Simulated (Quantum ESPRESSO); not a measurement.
# MnO (Fm-3m) in Quantum ESPRESSO: reference runs

Reference runs on MnO: the cell as given.

Everything below comes from runs of Quantum ESPRESSO 7.5. Logs are shortened: lines on timing, memory, paths and dates and some standing lists are left out, and cuts for length are marked.

## Step 1: The crystal as given

The structure is cubic, space group Fm-3m (No. 225). The conventional cell has a = 4.448 Å, b = 4.448 Å, c = 4.448 Å, α = 90.00°, β = 90.00°, γ = 90.00°. Mn (site symmetry m-3m) is surrounded by 6 O at 2.22 Å. O (site symmetry m-3m) is surrounded by 6 Mn at 2.22 Å.

The cell is a database's computed one.

## Step 2: Single point, PBEsol, collinear spin, ferromagnetic start

File pw.in:

```
&CONTROL
  calculation = 'scf'
  prefix = 'pwscf'
  outdir = './tmp'
  pseudo_dir = './pseudo'
  tprnfor = .true.
  tstress = .true.
  disk_io = 'low'
/
&SYSTEM
  ibrav = 0
  nat = 2
  ntyp = 2
  ecutwfc = 45
  ecutrho = 360
  nbnd = 20
  occupations = 'smearing'
  smearing = 'fd'
  degauss = 0.00367493
  nspin = 2
  starting_magnetization(1) = 0.2667
  starting_magnetization(2) = 0
/
&ELECTRONS
  conv_thr = 4d-10
  electron_maxstep = 120
  mixing_beta = 0.3
/
ATOMIC_SPECIES
Mn    54.9380 mn_pbesol_v1.5.uspp.F.UPF
O     15.9990 o_pbesol_v1.2.uspp.F.UPF
CELL_PARAMETERS angstrom
   0.0000000000    2.2239077028    2.2239077028
   2.2239077028    0.0000000000    2.2239077028
   2.2239077028    2.2239077028    0.0000000000
ATOMIC_POSITIONS crystal
Mn     0.0000000000    0.0000000000    0.0000000000
O      0.5000000000    0.5000000000    0.5000000000
K_POINTS automatic
10 10 10 0 0 0
```

File pp_density.in:

```
&INPUTPP
  prefix = 'pwscf'
  outdir = './tmp'
  filplot = 'density.dat'
  plot_num = 0
/
&PLOT
  nfile = 1
  filepp(1) = 'density.dat'
  iflag = 3
  output_format = 6
  fileout = 'density.cube'
/
```

File pp_potential.in:

```
&INPUTPP
  prefix = 'pwscf'
  outdir = './tmp'
  filplot = 'potential.dat'
  plot_num = 11
/
&PLOT
  nfile = 1
  filepp(1) = 'potential.dat'
  iflag = 3
  output_format = 6
  fileout = 'potential.cube'
/
```

File pp_spin.in:

```
&INPUTPP
  prefix = 'pwscf'
  outdir = './tmp'
  filplot = 'spin.dat'
  plot_num = 6
/
&PLOT
  nfile = 1
  filepp(1) = 'spin.dat'
  iflag = 3
  output_format = 6
  fileout = 'spin.cube'
/
```

Potentials or basis: GBRV 1.5 PBEsol.

On the command line:

```sh
OMP_NUM_THREADS=1 mpirun -n 2 pw.x -nk 2 -in pw.in > pw.out
OMP_NUM_THREADS=1 mpirun -n 1 pp.x -in pp_density.in > pp_density.out
OMP_NUM_THREADS=1 mpirun -n 1 pp.x -in pp_potential.in > pp_potential.out
OMP_NUM_THREADS=1 mpirun -n 1 pp.x -in pp_spin.in > pp_spin.out
```

pw.out:

```text
This program is part of the open-source Quantum ESPRESSO suite
     for quantum simulation of materials; please cite
[... 13 lines left out ...]
     --------------------
     sticks:   dense  smooth     PW     G-vecs:    dense   smooth      PW
     Sum         871     433    151                17153     5985    1139

     Using Slab Decomposition

     bravais-lattice index     =            0
     lattice parameter (alat)  =       5.9433  a.u.
     unit-cell volume          =     148.4489 (a.u.)^3
     number of atoms/cell      =            2
     number of atomic types    =            2
     number of electrons       =        21.00
     number of Kohn-Sham states=           20
     kinetic-energy cutoff     =      45.0000  Ry
     charge density cutoff     =     360.0000  Ry
     scf convergence threshold =      4.0E-10
     mixing beta               =       0.3000
     number of iterations used =            8  plain     mixing
     Exchange-correlation= SLA  PW   PSX  PSC
                           (   1   4  10   8   0   0   0)

     celldm(1)=   5.943341  celldm(2)=   0.000000  celldm(3)=   0.000000
     celldm(4)=   0.000000  celldm(5)=   0.000000  celldm(6)=   0.000000

     crystal axes: (cart. coord. in units of alat)
               a(1) = (   0.000000   0.707107   0.707107 )
               a(2) = (   0.707107   0.000000   0.707107 )
               a(3) = (   0.707107   0.707107   0.000000 )

     reciprocal axes: (cart. coord. in units 2 pi/alat)
               b(1) = ( -0.707107  0.707107  0.707107 )
               b(2) = (  0.707107 -0.707107  0.707107 )
               b(3) = (  0.707107  0.707107 -0.707107 )

     PseudoPot. # 1 for Mn read from file:
     mn_pbesol_v1.5.uspp.F.UPF
     Pseudo is Ultrasoft + core correction, Zval = 15.0
     Generated by new atomic code, or converted to UPF format
     Using radial grid of  859 points,  6 beta functions with:
                l(1) =   0
                l(2) =   0
                l(3) =   1
                l(4) =   1
                l(5) =   2
                l(6) =   2
     Q(r) pseudized with  8 coefficients,  rinner =    0.950   0.950   0.950
                                                       0.950   0.950

     PseudoPot. # 2 for O  read from file:
     o_pbesol_v1.2.uspp.F.UPF
     Pseudo is Ultrasoft + core correction, Zval =  6.0
     Generated by new atomic code, or converted to UPF format
     Using radial grid of  737 points,  5 beta functions with:
                l(1) =   0
                l(2) =   0
                l(3) =   1
                l(4) =   1
                l(5) =   2
     Q(r) pseudized with  8 coefficients,  rinner =    0.900   0.900   0.900
                                                       0.900   0.900

     atomic species   valence    mass     pseudopotential
     Mn               15.00    54.93800     Mn( 1.00)
     O                 6.00    15.99900     O ( 1.00)

     Starting magnetic structure
     atomic species   magnetization
     Mn              0.267
     O               0.000

     48 Sym. Ops., with inversion, found

   Cartesian axes

     site n.     atom                  positions (alat units)
         1        Mn     tau(   1) = (   0.0000000   0.0000000   0.0000000  )
         2        O      tau(   2) = (   0.7071068   0.7071068   0.7071068  )

     number of k points=    47  Fermi-Dirac smearing, width (Ry)=  0.0037
                       cart. coord. in units 2pi/alat
        k(    1) = (   0.0000000   0.0000000   0.0000000), wk =   0.0010000
        k(    2) = (   0.0707107   0.0707107  -0.0707107), wk =   0.0080000
        k(    3) = (   0.1414214   0.1414214  -0.1414214), wk =   0.0080000
        k(    4) = (   0.2121320   0.2121320  -0.2121320), wk =   0.0080000
        k(    5) = (   0.2828427   0.2828427  -0.2828427), wk =   0.0080000
        k(    6) = (  -0.3535534  -0.3535534   0.3535534), wk =   0.0040000
[... 39 lines left out ...]
        k(   46) = (  -0.0707107  -0.3535534   0.6363961), wk =   0.0240000
        k(   47) = (  -0.7071068   0.2828427   0.0000000), wk =   0.0120000

     Dense  grid:    17153 G-vectors     FFT dimensions: (  36,  36,  36)

     Smooth grid:     5985 G-vectors     FFT dimensions: (  25,  25,  25)

     Check: negative core charge=   -0.000018
     Generating pointlists ...
     new r_m :   0.2917 (alat units)  1.7336 (a.u.) for type    1
     new r_m :   0.2917 (alat units)  1.7336 (a.u.) for type    2

     Initial potential from superposition of free atoms

     starting charge      20.4999, renormalised to      21.0000
     Starting wfcs are   17 randomized atomic wfcs +    3 random wfcs

     Self-consistent Calculation

     iteration #  1     ecut=    45.00 Ry     beta= 0.30
     Davidson diagonalization with overlap
     ethr =  1.00E-02,  avg # of iterations =  5.1

     total energy              =    -243.12727450 Ry
     estimated scf accuracy    <       0.76002236 Ry

     total magnetization       =     4.28 Bohr mag/cell
     absolute magnetization    =     4.28 Bohr mag/cell

     iteration #  2     ecut=    45.00 Ry     beta= 0.30
     Davidson diagonalization with overlap
     ethr =  3.62E-03,  avg # of iterations =  1.5

     total energy              =    -243.30854313 Ry
     estimated scf accuracy    <       0.09551773 Ry

     total magnetization       =     4.38 Bohr mag/cell
     absolute magnetization    =     4.38 Bohr mag/cell
[... 89 lines left out ...]
     total energy              =    -243.33191909 Ry
     estimated scf accuracy    <       0.00000002 Ry

     total magnetization       =     4.78 Bohr mag/cell
     absolute magnetization    =     4.78 Bohr mag/cell

     iteration # 11     ecut=    45.00 Ry     beta= 0.30
     Davidson diagonalization with overlap
     ethr =  7.79E-11,  avg # of iterations =  1.4

     negative rho (up, down):  0.000E+00 2.969E-04

     Magnetic moment per site  (integrated on atomic sphere of radius R)
     atom   1 (R=0.292)  charge= 12.5936  magn=  4.0501
     atom   2 (R=0.292)  charge=  5.9146  magn=  0.2342

     End of self-consistent calculation

 ------ SPIN UP ------------

          k = 0.0000 0.0000 0.0000 (   749 PWs)   bands (ev):

   -68.2404 -37.0869 -37.0869 -37.0869  -7.0367   9.3661   9.3661   9.3661
     9.9553   9.9553   9.9553  10.4850  10.4850  12.5393  26.8954  29.2092
    29.2092  29.2092  32.5930  32.5930

          k = 0.0707 0.0707-0.0707 (   743 PWs)   bands (ev):

   -68.2398 -37.0931 -37.0876 -37.0876  -6.9496   8.4886   8.8324   8.8324
    10.0732  10.0732  10.2064  11.0269  11.0269  13.2427  25.7972  28.8672
    28.8672  29.4586  31.9353  31.9353

          k = 0.1414 0.1414-0.1414 (   769 PWs)   bands (ev):

   -68.2381 -37.1094 -37.0898 -37.0898  -6.7128   7.1437   8.1026   8.1026
    10.2868  10.2868  10.4635  11.8842  11.8842  14.5546  23.8367  27.6792
    27.6792  29.8870  31.8606  31.8606

          k = 0.2121 0.2121-0.2121 (   763 PWs)   bands (ev):
[... 155 lines left out ...]
          k = 0.0000-0.5657 0.5657 (   746 PWs)   bands (ev):

   -68.2317 -37.1386 -37.1201 -37.1072  -6.0059   6.2489   6.9130   7.7357
     9.8593  11.0499  11.1974  11.4869  11.8483  18.9718  20.8893  21.7880
    26.3038  27.9123  35.4353  37.9247

          k =-0.7071 0.0000 0.0000 (   740 PWs)   bands (ev):

   -68.2316 -37.1450 -37.1107 -37.1107  -6.0655   6.0843   8.3113   8.3113
     8.9278  10.9191  11.1467  11.1467  11.2749  18.0331  20.8379  23.3758
    26.6181  26.6181  36.9963  39.0151

          k = 0.2828 0.1414 0.0000 (   766 PWs)   bands (ev):

   -68.2368 -37.1150 -37.0978 -37.0921  -6.5495   6.5098   7.9004   8.1347
     9.9984  10.6828  10.9349  11.1052  12.2770  15.7745  23.6716  24.9776
    27.4539  28.6303  33.1669  34.4860

          k = 0.3536 0.2121-0.0707 (   759 PWs)   bands (ev):

   -68.2351 -37.1289 -37.1029 -37.0946  -6.2981   5.8853   7.3836   7.6311
    10.2245  10.8183  11.0764  11.6178  12.8357  16.8590  22.2319  23.7632
    26.3861  29.6719  33.9849  34.4908

          k =-0.2828-0.4243 0.5657 (   759 PWs)   bands (ev):

   -68.2336 -37.1407 -37.1057 -37.0975  -6.0836   5.4165   7.0225   7.2632
    10.4996  10.8902  11.1894  12.1916  13.0711  17.6940  20.9933  23.2403
    25.5449  30.9130  33.6105  34.7212

          k =-0.2121-0.3536 0.4950 (   754 PWs)   bands (ev):
[... 65 lines left out ...]
          k =-0.0707-0.3536 0.6364 (   746 PWs)   bands (ev):

   -68.2318 -37.1316 -37.1248 -37.1082  -5.9705   6.2740   6.6929   7.1136
    10.6675  10.7405  11.1717  11.4213  12.3758  20.1297  20.5856  21.4735
    24.4788  31.3209  31.7184  39.0769

          k =-0.7071 0.2828 0.0000 (   752 PWs)   bands (ev):

   -68.2316 -37.1332 -37.1226 -37.1113  -5.9753   6.4381   6.9305   7.0212
    10.4514  10.9419  11.1474  11.1906  12.1587  19.7502  21.0487  21.6196
    24.2934  30.1674  33.0207  38.6188

 ------ SPIN DOWN ----------

          k = 0.0000 0.0000 0.0000 (   749 PWs)   bands (ev):

   -63.3224 -32.2748 -32.2748 -32.2748  -6.5491   9.8094   9.8094   9.8094
    13.8644  13.9241  13.9241  13.9241  14.5780  14.5780  27.6200  30.8102
    30.8102  30.8102  34.9316  34.9316

          k = 0.0707 0.0707-0.0707 (   743 PWs)   bands (ev):

   -63.3216 -32.2829 -32.2757 -32.2757  -6.4648   9.1920   9.6148   9.6148
    13.9573  14.0438  14.0438  14.5121  14.8243  14.8243  26.9644  30.5020
    30.5020  30.8512  33.9665  33.9665

          k = 0.1414 0.1414-0.1414 (   769 PWs)   bands (ev):

   -63.3196 -32.3041 -32.2783 -32.2783  -6.2363   7.9938   9.1786   9.1786
    14.1097  14.3446  14.3446  15.4277  15.4277  15.7697  25.3782  29.3558
    29.3558  31.3006  33.6044  33.6044

          k = 0.2121 0.2121-0.2121 (   763 PWs)   bands (ev):
[... 155 lines left out ...]
          k = 0.0000-0.5657 0.5657 (   746 PWs)   bands (ev):

   -63.3117 -32.3405 -32.3172 -32.3002  -5.5485   6.9400   7.7924   8.6010
    13.2327  15.4648  15.4967  15.5488  15.7761  20.8678  22.0147  23.5576
    27.8221  29.5026  36.3610  39.3110

          k =-0.7071 0.0000 0.0000 (   740 PWs)   bands (ev):

   -63.3116 -32.3487 -32.3048 -32.3048  -5.6030   6.7108   8.8218   8.8218
    12.3049  15.1807  15.3841  15.6338  15.6338  20.0556  21.8298  25.4561
    28.1016  28.1016  38.4721  40.0537

          k = 0.2828 0.1414 0.0000 (   766 PWs)   bands (ev):

   -63.3180 -32.3112 -32.2885 -32.2811  -6.0783   7.4514   8.9695   9.0470
    13.6958  14.7351  14.8299  14.9087  15.5824  17.3402  25.2745  26.7292
    29.2278  30.1380  34.4304  36.1673

          k = 0.3536 0.2121-0.0707 (   759 PWs)   bands (ev):

   -63.3158 -32.3293 -32.2950 -32.2841  -5.8367   6.8135   8.5111   8.6717
    13.9380  14.9669  15.1471  15.3241  16.2433  18.2848  23.8973  25.4468
    28.0358  31.1540  35.3800  35.9879

          k =-0.2828-0.4243 0.5657 (   759 PWs)   bands (ev):

   -63.3141 -32.3445 -32.2984 -32.2877  -5.6312   6.3382   8.1303   8.4222
    14.3519  15.1659  15.2201  15.8334  16.6146  19.0617  22.6457  24.8486
    27.0832  32.3405  35.0451  36.1084

          k =-0.2121-0.3536 0.4950 (   754 PWs)   bands (ev):
[... 65 lines left out ...]
          k =-0.0707-0.3536 0.6364 (   746 PWs)   bands (ev):

   -63.3119 -32.3319 -32.3228 -32.3017  -5.5168   7.1184   7.5171   8.1140
    14.4800  14.5220  15.4751  15.5880  16.2200  21.9263  22.0306  22.9692
    26.0431  32.6306  33.0515  40.2274

          k =-0.7071 0.2828 0.0000 (   752 PWs)   bands (ev):

   -63.3116 -32.3336 -32.3200 -32.3058  -5.5200   7.1777   7.7511   7.9992
    13.9345  14.9059  15.3617  15.6352  16.0695  21.6108  22.3394  23.2226
    25.8733  31.5918  34.2129  40.0376

     the Fermi energy is    13.1740 ev

!    total energy              =    -243.33191912 Ry
     estimated scf accuracy    <          3.7E-10 Ry
     smearing contrib. (-TS)   =      -0.00057853 Ry
     internal energy E=F+TS    =    -243.33134059 Ry

     The total energy is F=E-TS. E is the sum of the following terms:
     one-electron contribution =    -109.51452369 Ry
     hartree contribution      =      65.60714223 Ry
     xc contribution           =     -33.71597908 Ry
     ewald contribution        =    -165.70798005 Ry

     total magnetization       =     4.78 Bohr mag/cell
     absolute magnetization    =     4.78 Bohr mag/cell

     convergence has been achieved in  11 iterations

     negative rho (up, down):  0.000E+00 2.969E-04

     Forces acting on atoms (cartesian axes, Ry/au):

     atom    1 type  1   force =     0.00000000   -0.00000000   -0.00000000
     atom    2 type  2   force =     0.00000000    0.00000000    0.00000000

     Total force =     0.000000     Total SCF correction =     0.000000

     Computing stress (Cartesian axis) and pressure

     negative rho (up, down):  0.000E+00 2.969E-04
          total   stress  (Ry/bohr**3)                   (kbar)     P=      -68.75
  -0.00046737   0.00000000   0.00000000          -68.75        0.00        0.00
   0.00000000  -0.00046737   0.00000000            0.00      -68.75        0.00
   0.00000000   0.00000000  -0.00046737            0.00        0.00      -68.75

=------------------------------------------------------------------------------=
   JOB DONE.
=------------------------------------------------------------------------------=
```

Run time: 14 s. Hardware: 2 MPI ranks of Intel Xeon Platinum 8488C (Sapphire Rapids), shared host; peak memory 0.18 GiB.

Results:

* Free energy: -3310.6994 eV
* Pressure: -6.9 GPa
* Band gap on the k mesh: none (metal or under the smearing width)
* Net moment: 4.78 μB per cell
* Absolute moment: 4.78 μB per cell
* Site moments: Mn +4.05; O +0.23 μB
* Valence electrons inside the program's atomic spheres: Mn 12.59; O 5.91

Caveat: a cell with one magnetic atom can't hold antiferromagnetic order, which such compounds often take; semilocal functionals often make such compounds metallic where correlation or magnetic order opens a gap, which also shifts bond lengths.
